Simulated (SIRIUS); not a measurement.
Runs of SIRIUS 7.10.0 on Ge. The structure is orthorhombic, space group Cmmm (No. 65). Conventional cell: a = 2.794 Å, b = 5.201 Å, c = 2.698 Å, α = 90.00°, β = 90.00°, γ = 90.00°. Ge (site symmetry mmm) is surrounded by 8 Ge at 2.70 to 2.95 Å. This isn't the form of Ge at room conditions, which is diamond.

```tsv
level	gap on the mesh (eV)	pressure (GPa)
revPBE	none	(b)
AM05	none	-4.5
LDA	none	-6.1
N12	none	-5.9
PBEsol	none	(a)
```

Alike in all rows: task single point; potentials or basis PseudoDojo 0.4.1 PBE standard (scalar relativistic); no spin polarisation; cell as given; k mesh 9 × 9 × 8; cutoff (eV) 1078; smearing fermi-dirac 0.05 eV.

Q: Fill in the values left out.

A: (a) -4.0; (b) 0.8.

Caveats: the potentials were made for another functional, which shifts forces and pressure.

A k mesh can miss the band edges, and the runs leave out spin-orbit coupling on Ge.

A gap of «none» marks a metal or a gap under the smearing width.

Runs at the PBE level aren't shown here.
